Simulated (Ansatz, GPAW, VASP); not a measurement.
## In: programs and potentials compared

```
CELL_PARAMETERS angstrom
-1.62547 1.62547 2.47370
1.62547 -1.62547 2.47370
1.62547 1.62547 -2.47370
ATOMIC_POSITIONS crystal
In 0.00000 0.00000 0.00000
```

Alike in all runs: task single point; functional LDA; k mesh 11 × 11 × 11; occupations gaussian, width 0.05 eV; no spin polarisation; no spin-orbit coupling. LDA stands for any of its common fits. Pressure is positive in compression and, in plane waves, holds the error of the finite cutoff.

```csv
program and potentials,plane-wave cutoff (eV),notes,pressure (GPa)
"Ansatz, all-electron LAPW, scalar-relativistic",-,-,?
"GPAW, the program's PAW data sets (release 1.2.1) made for this functional",600,-,-2.89
"VASP, LDA PAW files In_d, 520 eV",520,-,-2.57
```

Estimate from the other rows what the run with Ansatz, all-electron LAPW, scalar-relativistic gave.

Pressure -2.56 GPa. The other rows, which needn't bracket it: pressure -2.89 to -2.57.
